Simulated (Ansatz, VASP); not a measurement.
## Hf: VASP beside Ansatz

```
Hf
1.0
    -1.78061    1.78061    1.78061
     1.78061   -1.78061    1.78061
     1.78061    1.78061   -1.78061
Hf
1
Direct
  0.00000 0.00000 0.00000
```

Change from the starting cell: volume scaled by 0.96, crystal datasets.

Alike in both runs: task electric field gradients; functional PBEsol; k mesh 16 × 16 × 16; occupations fermi-dirac, width 0.08 eV; no spin polarisation.

```csv
,VASP,Ansatz
version,VASP 6.6.1,Ansatz 0.2.0
potentials or method,"VASP PAW PBE potentials, release 64 (Hf_pv), cutoff 520 eV","all-electron PAW with datasets made for the crystal, scalar-relativistic"
```

VASP gave:

```
pressure (GPa)                                                 : -5.9
Vzz of the field gradient on the site that differs most (V/Å²) : 0.0
```

Estimate Ansatz's values.

pressure (GPa): -5.6; Vzz of the field gradient on the site that differs most (V/Å²): 0.0.

Ansatz ran all-electron here, so the differences hold the error of VASP's frozen core and of both bases. Ansatz warned: «gradients_without_spin_orbit».

Caveats: the PAW data sets were made with another functional, which shifts forces and pressure a little (VASP). Spin-orbit coupling is left out, which matters for the levels of Hf.
